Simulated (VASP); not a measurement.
**InP (strained zincblende): a r²SCAN single-point calculation in VASP**

INCAR

```
EDIFF = 1E-7
LCHARG = .FALSE.
ALGO = Normal
METAGGA = R2SCAN
ENCUT = 520
LASPH = .TRUE.
ISIF = 2
SIGMA = 0.01
LWAVE = .FALSE.
PREC = Accurate
LREAL = .FALSE.
IBRION = -1
NELM = 120
NSW = 0
ISMEAR = 0
NBANDS = 16
```

KPOINTS

```
KPOINTS created by Atomic Simulation Environment
0
Gamma
8 8 8
0 0 0
```

KPOINTS_OPT

```
special points
6
Reciprocal
0.0000000000 0.0000000000 0.0000000000 1
-0.5000000000 -0.5000000000 0.0000000000 1
-0.3750000000 -0.3750000000 0.2500000000 1
-0.3750000000 0.0000000000 0.3750000000 1
0.0000000000 0.0000000000 0.5000000000 1
-0.5000000000 -0.2500000000 0.2500000000 1
```

POSCAR

```
In P
 1.0000000000000000
     0.0000000000000000    3.0294046015000000    2.9537876380000001
     3.0294046015000000    0.0000000000000000    2.9537876380000001
     3.0294046015000000    3.0294046015000000    0.0000000000000000
 In  P
   1   1
Cartesian
  0.0000000000000000  0.0000000000000000  0.0000000000000000
  1.5147023007499998  1.5147023007499998  1.4768938189999998
```

VASP ran with the recommended PBE PAW datasets (18 valence electrons in the cell).

Command

```
mpirun -np 1 vasp_std
```

OSZICAR

```
N       E                     dE             d eps       ncg     rms          rms(c)
DAV:   1     0.876609664663E+02    0.87661E+02   -0.84662E+03  1896   0.125E+03
DAV:   2    -0.280959785084E+02   -0.11576E+03   -0.11070E+03  2104   0.303E+02
DAV:   3    -0.356560095354E+02   -0.75600E+01   -0.75221E+01  2504   0.759E+01
DAV:   4    -0.358706952331E+02   -0.21469E+00   -0.21463E+00  2496   0.137E+01
DAV:   5    -0.358805523490E+02   -0.98571E-02   -0.98569E-02  2832   0.241E+00    0.666E+00
DAV:   6    -0.322660293183E+02    0.36145E+01   -0.16455E+00  2360   0.272E+01    0.361E+00
DAV:   7    -0.322542544144E+02    0.11775E-01   -0.24624E-01  2408   0.384E+00    0.227E+00
DAV:   8    -0.322642538772E+02   -0.99995E-02   -0.16177E-02  2480   0.120E+00    0.978E-01
DAV:   9    -0.322660379024E+02   -0.17840E-02   -0.24764E-03  2600   0.383E-01    0.217E-01
DAV:  10    -0.322660487690E+02   -0.10867E-04   -0.22587E-04  2480   0.158E-01    0.204E-01
DAV:  11    -0.322660774408E+02   -0.28672E-04   -0.79970E-05  2376   0.143E-01    0.214E-02
DAV:  12    -0.322660745320E+02    0.29088E-05   -0.20479E-05  2616   0.448E-02    0.447E-02
DAV:  13    -0.322660749665E+02   -0.43451E-06   -0.40290E-06  2744   0.202E-02    0.917E-03
DAV:  14    -0.322660754227E+02   -0.45621E-06   -0.26897E-06  2544   0.217E-02    0.285E-02
DAV:  15    -0.322660751448E+02    0.27794E-06   -0.30068E-07  2192   0.104E-02    0.989E-03
DAV:  16    -0.322660751181E+02    0.26631E-07   -0.19709E-08  1264   0.251E-03
   1 F= -.32266075E+02 E0= -.32266075E+02  d E =-.873140E-51
       N       E                     dE             ncg
DAV:   1     0.149989673639E+04   -0.30082E+04      192
DAV:   2     0.798705769819E+03   -0.70119E+03      224
DAV:   3     0.750012884490E+03   -0.48693E+02      256
DAV:   4     0.748658484277E+03   -0.13544E+01      264
DAV:   5     0.748605033450E+03   -0.53451E-01      288
DAV:   6     0.748604124825E+03   -0.90863E-03      272
DAV:   7     0.748604080625E+03   -0.44200E-04      280
DAV:   8     0.748604080131E+03   -0.49334E-06      248
DAV:   9     0.748604080121E+03   -0.10236E-07      224
```

From OUTCAR

```
k-points           NKPTS =     59   k-points in BZ     NKDIM =     59   number of bands    NBANDS=     16

   NELECT =      18.0000    total number of electrons

   dimension x,y,z NGX =    32 NGY =   32 NGZ =   32
   dimension x,y,z NGXF=    64 NGYF=   64 NGZF=   64

  energy-cutoff  :      520.00
  volume of cell :       54.22
      direct lattice vectors                 reciprocal lattice vectors
     0.000000000  3.029404602  2.953787638    -0.165048934  0.165048934  0.169274187
     3.029404602  0.000000000  2.953787638     0.165048934 -0.165048934  0.169274187
     3.029404602  3.029404602  0.000000000     0.165048934  0.165048934 -0.169274187

 k-points in reciprocal lattice and weights: KPOINTS created by Atomic Simulation Env
   0.00000000  0.00000000  0.00000000       0.002
   0.12500000  0.00000000  0.00000000       0.016
   0.25000000  0.00000000  0.00000000       0.016
   0.37500000  0.00000000  0.00000000       0.016
   0.50000000  0.00000000  0.00000000       0.008
   0.12500000  0.12500000  0.00000000       0.004
   0.25000000  0.12500000  0.00000000       0.016
   0.37500000  0.12500000  0.00000000       0.016
   ...

 E-fermi :   4.4072

 k-point     1 :       0.0000    0.0000    0.0000
  band No.  band energies     occupation
      1     -10.3097      2.00000
      2     -10.3097      2.00000
      3     -10.2994      2.00000
      4     -10.1676      2.00000
      5     -10.1620      2.00000
      6      -7.2721      2.00000
      7       4.1904      2.00000
      8       4.1904      2.00000
      9       4.3042      2.00000
     10       4.9582      0.00000
     11       8.6298      0.00000
     12       8.6780      0.00000
     13       8.6780      0.00000
     14      12.9632      0.00000
     15      13.8392      0.00000
     16      14.2078      0.00000

 k-point     2 :       0.1250    0.0000    0.0000
  band No.  band energies     occupation
      1     -10.3224      2.00000
      2     -10.3033      2.00000
      3     -10.2960      2.00000
      4     -10.1678      2.00000
      5     -10.1615      2.00000
      6      -7.1054      2.00000
      7       2.7224      2.00000
      8       4.0146      2.00000
      9       4.1058      2.00000
     10       5.9408      0.00000
     11       8.7354      0.00000
     12       8.9329      0.00000
     13       8.9411      0.00000
     14      13.2746      0.00000
     15      13.5010      0.00000
     16      13.8019      0.00000

 k-point     3 :       0.2500    0.0000    0.0000
  band No.  band energies     occupation
      1     -10.3578      2.00000
      2     -10.2896      2.00000
      3     -10.2832      2.00000
      4     -10.1666      2.00000
      5     -10.1585      2.00000
      6      -6.6432      2.00000
      7       0.8849      2.00000
      8       3.6564      2.00000
      9       3.7773      2.00000
     10       6.1637      0.00000
     11       9.3061      0.00000
     12       9.3403      0.00000
     13       9.7792      0.00000
     14      13.1481      0.00000
     15      13.2104      0.00000
     16      13.7312      0.00000

 k-point     4 :       0.3750    0.0000    0.0000
  band No.  band energies     occupation
      1     -10.3917      2.00000
      2     -10.2786      2.00000
      3     -10.2725      2.00000
      4     -10.1627      2.00000
      5     -10.1526      2.00000
      6      -6.0396      2.00000
      7      -0.6216      2.00000
      8       3.3593      2.00000
      9       3.5061      2.00000
     10       5.9754      0.00000
     11       9.3426      0.00000
     12       9.4871      0.00000
     13      11.1116      0.00000
     14      13.4346      0.00000
     15      14.1142      0.00000
     16      14.1620      0.00000

 k-point     5 :       0.5000    0.0000    0.0000
  band No.  band energies     occupation
      1     -10.4054      2.00000
      2     -10.2750      2.00000
      3     -10.2690      2.00000
      4     -10.1601      2.00000
      5     -10.1491      2.00000
      6      -5.7095      2.00000
      7      -1.2638      2.00000
      8       3.2487      2.00000
      9       3.4054      2.00000
     10       5.8843      0.00000
     11       9.2905      0.00000
     12       9.4632      0.00000
     13      11.5974      0.00000
     14      13.9364      0.00000
     15      15.1762      0.00000
     16      15.3611      0.00000

 k-point     6 :       0.1250    0.1250    0.0000
  band No.  band energies     occupation
      1     -10.3278      2.00000
      2     -10.2971      2.00000
      3     -10.2971      2.00000
      4     -10.1729      2.00000
      5     -10.1573      2.00000
      6      -7.0437      2.00000
      7       2.7497      2.00000
      8       3.7143      2.00000
      9       3.7143      2.00000
     10       6.4587      0.00000
     11       7.9710      0.00000
     12       9.3634      0.00000
     13       9.3634      0.00000
     14      12.6283      0.00000
     15      14.0047      0.00000
     16      14.2070      0.00000

 k-point     7 :       0.2500    0.1250    0.0000
  band No.  band energies     occupation
      1     -10.3600      2.00000
      2     -10.2835      2.00000
      3     -10.2826      2.00000
      4     -10.1768      2.00000
      5     -10.1525      2.00000
      6      -6.6737      2.00000
      7       1.3378      2.00000
      8       3.3118      2.00000
      9       3.3933      2.00000
     10       6.9207      0.00000
     11       8.0286      0.00000
     12       9.9244      0.00000
     13       9.9485      0.00000
     14      12.2418      0.00000
     15      13.9861      0.00000
     16      14.8736      0.00000

 k-point     8 :       0.3750    0.1250    0.0000
  band No.  band energies     occupation
      1     -10.3922      2.00000
      2     -10.2718      2.00000
      3     -10.2704      2.00000
      4     -10.1752      2.00000
      5     -10.1477      2.00000
      6      -6.1011      2.00000
      7      -0.1866      2.00000
      8       2.9727      2.00000
      9       3.0436      2.00000
     10       6.7798      0.00000
     11       8.8150      0.00000
     12      10.0207      0.00000
     13      10.3160      0.00000
     14      13.1900      0.00000
     15      14.5874      0.00000
     16      14.7146      0.00000

 k-point     9 :       0.5000    0.1250    0.0000
  band No.  band energies     occupation
      1     -10.4094      2.00000
      2     -10.2662      2.00000
      3     -10.2661      2.00000
      4     -10.1683      2.00000
      5     -10.1474      2.00000
      6      -5.6379      2.00000
      7      -1.1222      2.00000
      8       2.6378      2.00000
      9       3.0111      2.00000
     10       6.6557      0.00000
     11       9.0427      0.00000
     12       9.8149      0.00000
     13      11.3913      0.00000
     14      13.7738      0.00000
     15      15.2417      0.00000
     16      15.3620      0.00000

 k-point    10 :      -0.3750    0.1250    0.0000
  band No.  band energies     occupation
      1     -10.4040      2.00000
      2     -10.2698      2.00000
      3     -10.2661      2.00000
      4     -10.1628      2.00000
      5     -10.1543      2.00000
      6      -5.7649      2.00000
      7      -0.8990      2.00000
      8       2.5285      2.00000
      9       3.2206      2.00000
     10       6.6970      0.00000
     11       9.1887      0.00000
     12       9.6475      0.00000
     13      11.3226      0.00000
     14      13.7866      0.00000
     15      14.2099      0.00000
     16      15.4486      0.00000

 k-point    11 :      -0.2500    0.1250    0.0000
  band No.  band energies     occupation
      1     -10.3791      2.00000
      2     -10.2814      2.00000
      3     -10.2710      2.00000
      4     -10.1621      2.00000
      5     -10.1621      2.00000
      6      -6.3266      2.00000
      7       0.2886      2.00000
      8       2.7230      2.00000
      9       3.5959      2.00000
     10       6.8359      0.00000
     11       9.3407      0.00000
     12       9.4619      0.00000
     13      10.0114      0.00000
     14      12.5635      0.00000
     15      14.1321      0.00000
     16      15.0613      0.00000

 k-point    12 :      -0.1250    0.1250    0.0000
  band No.  band energies     occupation
      1     -10.3472      2.00000
      2     -10.2962      2.00000
      3     -10.2815      2.00000
      4     -10.1642      2.00000
      5     -10.1641      2.00000
      6      -6.8451      2.00000
      7       1.7254      2.00000
      8       3.3203      2.00000
      9       3.9521      2.00000
     10       6.6225      0.00000
     11       8.7527      0.00000
     12       9.0713      0.00000
     13       9.6242      0.00000
     14      12.4802      0.00000
     15      13.4213      0.00000
     16      14.8009      0.00000

 ...

  Total       -1.2115066     -1.2115066     -0.8364101      0.0000000      0.0000000     -0.0000000
  in kB      -35.8024340    -35.8024340    -24.7175846      0.0000000      0.0000000     -0.0000000
  external PRESSURE =     -32.1074842 kB  Pullay stress =       0.0000000 kB

 POSITION                                       TOTAL-FORCE (eV/Angst)
 -----------------------------------------------------------------------------------
      0.00000      0.00000      0.00000        -0.000000     -0.000000      0.000000
      1.51470      1.51470      1.47689         0.000000      0.000000      0.000000
 -----------------------------------------------------------------------------------
    total drift:                                0.000000      0.000000     -0.000009

  FREE ENERGIE OF THE ION-ELECTRON SYSTEM (eV)
  ---------------------------------------------------
  free  energy   TOTEN  =       -32.2660751181 eV

  energy  without entropy=      -32.2660751181  energy(sigma->0) =      -32.26607512
```

```yaml
gap_between_bands_v_and_c: 0.65 eV
least_direct_gap: 0.65 eV
pressure: -3.2 GPa
```

Band v is the last that the valence electrons fill when counted band by band, and c is the next.

The run took about 2.4 min on one core of a shared host (Intel Xeon Platinum 8488C) and held 0.23 GiB at most.
